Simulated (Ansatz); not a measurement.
SiC (Moissanite 3C):

```xyz
2
Lattice="0.0000 2.1790 2.1790 2.1790 0.0000 2.1790 2.1790 2.1790 0.0000" Properties=species:S:1:pos:R:3 pbc="T T T"
Si    0.0000    0.0000    0.0000
C     3.2685    3.2685    3.2685
```

```yaml
Program: Ansatz 0.2.0
Task: relaxation of cell and atoms
Functional: PBEsol
Dispersion: D3(BJ)
Potentials_or_basis: Ansatz PAW
Cutoff: "420 eV (not typed: the program's choice for these potentials)"
k_mesh: 10 × 10 × 10
Occupations: fermi-dirac, width 0.05 eV
Spin: no spin polarisation
```

At the start: volume 10.35 Å³/atom.

Task: How do energy, volume and symmetry change on relaxing?

Result: It ends after 4 steps and the volume is 10.16 Å³/atom (-1.8 %); space group F-43m (No. 216, to 0.05 Å).

The path:
```tsv
step	energy change (eV)	largest force (eV/Å)	volume (Å³)
1	0.0000	0.0000	20.69
2	-0.0040	0.0000	20.50
3	-0.0053	0.0000	20.32
4	-0.0047	0.0000	20.32
```

Final structure:
```cif
data_structure
_symmetry_space_group_name_H-M 'P 1'
_symmetry_Int_Tables_number 1
_cell_length_a 3.0631
_cell_length_b 3.0631
_cell_length_c 3.0631
_cell_angle_alpha 60.000
_cell_angle_beta 60.000
_cell_angle_gamma 60.000
_cell_volume 20.32
loop_
_atom_site_label
_atom_site_type_symbol
_atom_site_fract_x
_atom_site_fract_y
_atom_site_fract_z
_atom_site_occupancy
Si1 Si 0.00000 0.00000 0.00000 1
C1 C 0.75000 0.75000 0.75000 1
```

Caveat: the plane-wave basis is chosen anew once the cell has moved, so the energies of steps on either side of that aren't comparable; the PAW data sets come from PBE, with cores solved anew for the run's functional, which leaves a small shift of forces and pressure.
